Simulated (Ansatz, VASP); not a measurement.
Two plane-wave programs on Ru

```
CELL_PARAMETERS angstrom
2.54521 0.00000 0.00000
0.00000 2.54521 0.00000
0.00000 0.00000 2.54521
ATOMIC_POSITIONS crystal
Ru 0.00000 0.00000 0.00000
```

Alike in both runs: task single point; functional PBE; k mesh 14 × 14 × 14; occupations fermi-dirac, width 0.1 eV; no spin polarisation.

|  | VASP | Ansatz |
| --- | --- | --- |
| version | VASP 6.6.1 | Ansatz 0.2.0 |
| potentials or method | VASP PAW PBE potentials, release 64 (Ru_pv) | plane waves (420 eV) with PAW, scalar-relativistic |
| plane-wave cutoff (eV) | 520 | 420 |
| valence electrons in the cell | 14 | 16 |

```tsv
	VASP	Ansatz	Ansatz less VASP
pressure (GPa)	-7.6	-7.7	-0.03
```

The two sets of potentials don't hold the same shells in valence.
